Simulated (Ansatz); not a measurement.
Ni:

```
CELL_PARAMETERS angstrom
2.44802 0.00000 0.00000
-1.22401 2.12005 0.00000
0.00000 0.00000 4.07281
ATOMIC_POSITIONS crystal
Ni 0.66667 0.33333 0.75000
Ni 0.33333 0.66667 0.25000
```

This isn't the form of Ni at room conditions, which is fcc.

A run of Ansatz 0.2.0 on this cell left the log below. Logs are shortened: lines on timing, memory, paths and dates and some standing lists are left out, and cuts for length are marked.

```text
Warning: RAYON_NUM_THREADS=2 ignored (pool sized by the plan → 2); use --threads N
LAPW: plane waves up to 9.201 Å⁻¹, error target 1.0e-3 eV per atom; small_component_spin mean_spin; Ni in spheres of 1.224 Å, 18 of its electrons in bands, Dirac shells [] (how accurate: hamiltonian.pseudopotentials.lapw.basis_error, Limitations)
Engine: ansatz 0.2.0, x86_64-unknown-linux-gnu
Pseudopotentials: kind: all_electron
Pseudopotential: Ni, LAPW, valence charge 18, lapw/all_electron/scalar/gaussian/Ni, Koelling and Harmon's equation, gaussian nucleus
Functional definition: PBE
  parameter kappa = 0.804
  parameter beta = 0.06672455060314922
  exchange = pbe_x(kappa = kappa, mu = beta*pi^2/3)
  correlation = pbe_c(beta = beta)
Crystal: 2 atoms, lattice volume = 21.138 Å³
Basis set: ecut = 322.52052612949007 eV, 287 PW (Γ), exchange–correlation at level 2
Bands: 23, of which v1, the nominal top of the filled ones, is band 18 counted from 1 (17 counted from 0)
Symmetry: 24 space group operations
Space group: P63/mmc (ITA 194), of the structure as read, at distance tolerance 2.8e-5 Å
Magnetic group: BNS 194.263 (UNI 1493), of the structure as read, at distance tolerance 2.8e-5 Å
k-points: 76 of 1008
Non-local potential: Ni, projectors of the file, none
Initial density: superposition of atomic densities (chi_scale 0.1, normalization cell)
Starting moments: Σ|m| = 1.5 μB on 2 of 2 sites
[... 12 lines left out ...]
SCF iter   8: F=—  HF=-82765.651214 eV  |F-HF|=—  |Δ(HF+E_count)|=   4.23e-7  Δρ=1.02e-6 (↑9.74e-7 ↓1.02e-6)  dr2=3.63e-10  dr2_m=7.02e-13  M=1.500 μB ∫|m|=1.647 μB  β_m=0.98  ethr=1.88e-11  ⟨swp⟩=3.0  Hψ=11505  notcnv=0
SCF iter   9: F=-82765.651214 eV  HF=-82765.651214 eV  |F-HF|=9.04e-9  |Δ(HF+E_count)|=   2.76e-8  Δρ=1.02e-6 (↑7.85e-7 ↓1.02e-6)  dr2=3.13e-10  dr2_m=2.70e-12  M=1.500 μB ∫|m|=1.647 μB  ethr=1.51e-12 (applied; sched 1.01e-12)  ⟨swp⟩=3.0  Hψ=11497  notcnv=0
SCF 1 converged in 9 iterations: F = -82765.651214 eV  dr2 = 3.13e-10
SCF converged after 9 iterations
Stability checked in part: among states of this total moment the steps that led to this state did not find it unstable. No probe was made; neither looks for a lower state of another moment (fixed_total_moment; see scf.lower_state_search)
Magnetization: 1.5000 μB (18.7500 up, 17.2500 down)
Absolute magnetization: 1.6474 μB (∫|ρ↑−ρ↓|)
Spin contamination: 0.0134 ħ² per cell (⟨S²⟩ above its minimum at these occupations)
Per-site moments (μB) at R_I (Å): [(0.7726530776527909, 1.2240114306778955), (0.7726530776527909, 1.2240114306778955)]
Free energy (F): -82765.651214 eV
Harris-Foulkes:  -82765.651214 eV  (|F-HF|=9.04e-9)
Internal energy: -82765.618975 eV  (E = F + TS)
E sigma→0 (E₀):  -82765.635094 eV
Entropy (-TS):   -0.032239 eV (-16.119 meV/atom)
Fermi energy:    19.096287 (↑ 19.194774, ↓ 18.997801) eV
--- Per-component energies (eV) ---
  E_band       = -542.938849
  E_kinetic    = 84094.049418
  E_xc         = -3462.153361
  E_electrostatic = -163397.515032  (all electrons and nuclei)
  E_smearing   = -0.032239  (= −TS)
  E_closure    = 0.000000  (closes the sum)
  E_atoms      = -82751.511807  (free atoms, spherical and without spin; not in F)
  Σ components = -82765.651214   (vs F -82765.651214, Δ=0.00e0)
  Basis errors (estimates in eV, not in F): energy 2.6e-4 per atom: plane waves 2.1e-4 (1.1e-4 summed), levels above the bands 6.2e-82, relativity 6.2e-9, radial functions 4.1e-5, core shells 3.2e-10; eigenvalues (radial functions only) 8.0e-7; not estimated: angular momenta, meshes, grids; target (lapw.basis_error) 1.0e-3; muffin-tin radii Ni 1.224 Å
--- Forces (eV/Å), atoms counted from 1 ---
  atom   1  Ni    -0.00000000    -0.00000000     0.00000000
  atom   2  Ni     0.00000000     0.00000000     0.00000000
  max |Σ_I F_I| component: 4.63e-18 eV/Å
--- Stress (GPa, compression-positive) ---
        9.134116       0.000000       0.000000
        0.000000       9.134116       0.000000
        0.000000       0.000000       5.253289
  P = ⅓ Tr σ = 7.8405 GPa (78.405 kbar)
--- Band table (eV; the first three rows and the last of 152) ---
  k-point 0 ↑: bands = ["-84.8368", "-84.8017", "-45.2868", "-45.1166", "-45.1166", "-45.0855", "-45.0855", "-45.0572", "9.6390", "13.8486", "16.3055", "16.4710", "16.4710", "16.7356", "16.7356", "17.2385", "17.2385", "18.1743", "18.1743", "18.3204", "24.4757", "41.8302", "44.0632"]
  k-point 1 ↑: bands = ["-84.8351", "-84.8035", "-45.2755", "-45.1151", "-45.1151", "-45.0870", "-45.0870", "-45.0687", "9.8375", "13.7515", "16.2607", "16.4409", "16.4409", "16.6944", "16.6944", "17.3298", "17.3298", "17.6216", "18.1584", "18.1584", "25.6351", "41.5967", "42.2568"]
  k-point 2 ↑: bands = ["-84.8302", "-84.8083", "-45.2439", "-45.1107", "-45.1107", "-45.1008", "-45.0914", "-45.0914", "10.4176", "13.3199", "16.1468", "16.4025", "16.4025", "16.5640", "16.5945", "16.5945", "17.5389", "17.5389", "18.0967", "18.0967", "28.2013", "38.4259", "42.0264"]
  k-point 75 ↓: bands = ["-83.8143", "-83.8143", "-44.3240", "-44.3240", "-44.2952", "-44.2803", "-44.1716", "-44.1716", "15.8647", "15.9083", "15.9083", "15.9504", "16.6672", "16.6672", "17.8292", "18.0464", "19.0886", "19.0886", "24.8077", "24.8077", "25.8172", "27.0882", "28.6224"]
```

**Question.** What input gives this log?

**Answer.** Single point with PBE, collinear spin, ferromagnetic start. The files as run (others can give the same):

input.yaml
```yaml
crystal:
  lattice:
    - [2.4480228978, 0.0, 0.0]
    - [-1.2240114489, 2.1200500186, 0.0]
    - [0.0, 0.0, 4.07280757]
  atoms:
    - { symbol: Ni, position: [0.6666666667, 0.3333333333, 0.75], spin: 0.75 }
    - { symbol: Ni, position: [0.3333333333, 0.6666666667, 0.25], spin: 0.75 }
kpoints:
  mp_grid: { grid: [12, 12, 7] }
scf:
  occupations: { method: fermi_dirac, width: 0.05 }
hamiltonian:
  xc: pbe
  pseudopotentials: { kind: all_electron, lapw: { basis_error: 0.001 } }
magnetization:
  spin_polarized: true
  initial_magnetization: 1.5
  spin_locking: { lock_magnetization: hard }
output:
  forces: true
  stress: true
  eigenvalues: true
```

Potentials or basis: all-electron LAPW, scalar-relativistic.
The run is started by
```sh
$ ansatz run input.yaml --threads 2 --pin off --max-ram 6144MiB --backend cpu --events-out ev --progress --plain --runs-dir out
```

Caveat: the total moment is fixed, so each spin has its own Fermi level.
